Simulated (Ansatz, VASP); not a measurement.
Two plane-wave programs on AlN

```
Al N
1.0
     3.11300    0.00000    0.00000
    -1.55650    2.69594    0.00000
     0.00000    0.00000    4.98100
Al N
2 2
Direct
  0.33333 0.66667 0.00000
  0.66667 0.33333 0.50000
  0.33333 0.66667 0.38000
  0.66667 0.33333 0.88000
```

Alike in both runs: task single point; functional PBE; k mesh 6 × 6 × 4; occupations gaussian, width 0.1 eV; no spin polarisation.

|  | VASP | Ansatz |
| --- | --- | --- |
| version | VASP 6.6.1 | Ansatz 0.2.0 |
| potentials or method | VASP PAW PBE potentials, release 64 (Al, N) | scalar-relativistic, plane waves, PAW |
| plane-wave cutoff (eV) | 520 | 420 |
| valence electrons in the cell | 16 | 16 |

```csv
,VASP,Ansatz,Ansatz less VASP
gap on the k mesh at the Fermi level (eV),4.22,4.21,-0.011
least direct gap on the mesh (eV),4.22,4.21,-0.011
pressure (GPa),3.4,3.7,+0.27
largest component of the traceless stress (GPa),1.09,1.05,-0.041
rms of the force components (eV/Å),0.075,0.075,+0.0001
```

Atom by atom the forces differ by 0.000 eV/Å (rms over components). The functional is the same, so the differences come from potentials, cutoffs and numerics.

As with any semilocal functional, this PBE gap is likely too small.
